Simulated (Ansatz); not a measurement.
Input of an Ansatz 0.2.0 run:

input.yaml

```yaml
crystal:
  lattice:
    - [5.175256, 0.02587628, 0.0]
    - [0.02587628, 5.175256, 0.0]
    - [0.0, 0.0, 5.175256]
  atoms:
    - { symbol: Sn, position: [0.0, 0.0, 0.0] }
    - { symbol: Sn, position: [0.5, 0.0, 0.5] }
    - { symbol: Sn, position: [0.5, 0.5, 0.0] }
    - { symbol: Sn, position: [0.0, 0.5, 0.5] }
    - { symbol: O, position: [0.661098, 0.838902, 0.161098] }
    - { symbol: O, position: [0.838902, 0.161098, 0.661098] }
    - { symbol: O, position: [0.161098, 0.661098, 0.838902] }
    - { symbol: O, position: [0.338902, 0.338902, 0.338902] }
    - { symbol: O, position: [0.661098, 0.661098, 0.661098] }
    - { symbol: O, position: [0.838902, 0.338902, 0.161098] }
    - { symbol: O, position: [0.161098, 0.838902, 0.338902] }
    - { symbol: O, position: [0.338902, 0.161098, 0.838902] }
hamiltonian:
  xc: pbe
  pseudopotentials: { kind: paw }
kpoints:
  mp_grid: { grid: [4, 4, 4] }
scf:
  occupations: { method: fermi_dirac, width: 0.05 }
output:
  forces: true
  stress: true
  eigenvalues: true
relax:
  f_tol: 0.01
  max_steps: 40
```

Potentials or basis: Ansatz PAW.

The run is started by

```console
$ ansatz run input.yaml --threads 4 --pin off --max-ram 11264MiB --backend cpu --events-out ev --progress --plain --runs-dir out
```

(1) Estimate the band gap on the k mesh.

(2) What does it give for the energy gained by relaxing?

Answers

(1) 0.55 eV, indirect (least direct gap 0.60 eV).

(2) 0.0 meV/atom.

Caveat: spin-orbit coupling is left out, which moves the levels of the heavy elements.
